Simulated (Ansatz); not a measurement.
Runs of Ansatz 0.2.0 on SrVO3. It takes space group Pm-3m (No. 221, cubic). The conventional cell has a = 3.841 Å, b = 3.841 Å, c = 3.841 Å, α = 90.00°, β = 90.00°, γ = 90.00°. Around Sr (site symmetry m-3m) lie 12 O at 2.72 Å. Around V (site symmetry m-3m) lie 6 O at 1.92 Å. O (site symmetry 4/mmm) has 2 V at 1.92 Å as nearest neighbours. 

```csv
task,level,cell,k mesh,cutoff (eV),points for each segment of the path,gap on the mesh (eV),pressure (GPa),moment (μB),relaxed volume (Å³/atom)
relaxation of cell and atoms,BLYP+D3(BJ),relaxed,7 × 7 × 7,420,-,-,0.0,0.00,11.32
relaxation of cell and atoms,revPBE+D4,relaxed,7 × 7 × 7,420,-,none,0.0,0.00,(b)
band structure,RPBE,as given,7 × 7 × 7,420,14,none,7.3,0.00,-
single point,PBE,as given,7 × 7 × 7,600,-,none,2.3,0.00,-
relaxation of cell and atoms,BLYP,relaxed,7 × 7 × 7,420,-,-,0.0,0.00,11.85
relaxation of cell and atoms,r2SCAN+rVV10,relaxed,7 × 7 × 7,500,-,-,0.0,1.00,(a)
single point,PBE,as given,12 × 12 × 12,420,-,none,2.4,0.00,-
relaxation of cell and atoms,RPBE+D3(BJ),relaxed,7 × 7 × 7,420,-,-,0.0,0.00,10.31
```

Alike in all rows: potentials or basis Ansatz PAW; spin collinear, ferromagnetic start; smearing fermi-dirac 0.05 eV.

**Question.** Fill in the values left out.

**Answer.** (a) 11.24; (b) 11.31.

Caveats: the PAW data sets come from PBE, with cores solved anew for the run's functional, which leaves a small shift of forces and pressure (some runs); the potentials were made for another functional, which shifts forces and pressure (some runs); the plane-wave basis is chosen anew once the cell has moved, so the energies of steps on either side of that aren't comparable (some runs); semilocal functionals often make such compounds metallic where correlation or magnetic order opens a gap, which also shifts bond lengths (some runs); pairwise dispersion overbinds metals, which lowers pressure and volume (some runs); the magnetic or orbital state may not be the lowest (some runs).

A k mesh can miss the band edges, and the runs leave out spin-orbit coupling on Sr.

A gap of «none» marks a metal or a gap under the smearing width.

Not every run made on this cell is shown here.
